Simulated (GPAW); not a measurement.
The system is NiO.

```
Ni O
1.0
     2.50462    0.00000    0.00000
     0.00000    2.50462    0.00000
     0.00000    0.00000    2.50462
Ni O
1 1
Direct
  0.00000 0.00000 0.00000
  0.50000 0.50000 0.50000
```

Measurements of this composition are mostly on another form, of space group No. 225.

Base run:

| Quantity | Value |
| --- | --- |
| Program | GPAW 26.7.0 |
| Functional | r2SCAN |
| Potentials or basis | GPAW PAW data sets (gpaw-data 1.2.1) |
| Cutoff | 800 eV |
| Basis | pw |
| k mesh | 11 × 11 × 11 |
| Occupations | fermi-dirac, width 0.05 eV |
| Spin | collinear spin, ferromagnetic start |
| Starting moments | [1.0, 0.0] μB |
| Hubbard terms | Ni d U = 2 eV |

Its results: band gap on the k mesh none (metal or under the smearing width); pressure 33.2 GPa; net moment 2.00 μB per cell; site moments Ni +1.56; O +0.35 μB.

Task: The run is repeated on the same cell with these changes: hubbard terms from Ni d U = 2 eV to Ni d U = 3 eV. What comes out?

Result: Band gap on the k mesh none (metal or under the smearing width); pressure 32.6 GPa; net moment 2.00 μB per cell; site moments Ni +1.57; O +0.34 μB.

Caveats: the stock nickel data set gives pressures a few GPa off other programs; a pressure of tens of GPa on the cell as given is suspect, and the run, the potentials or the cell itself is likely at fault; the PAW data sets were made with another functional, which shifts forces and pressure a little; a cell with one magnetic atom can't hold antiferromagnetic order, which such compounds often take.
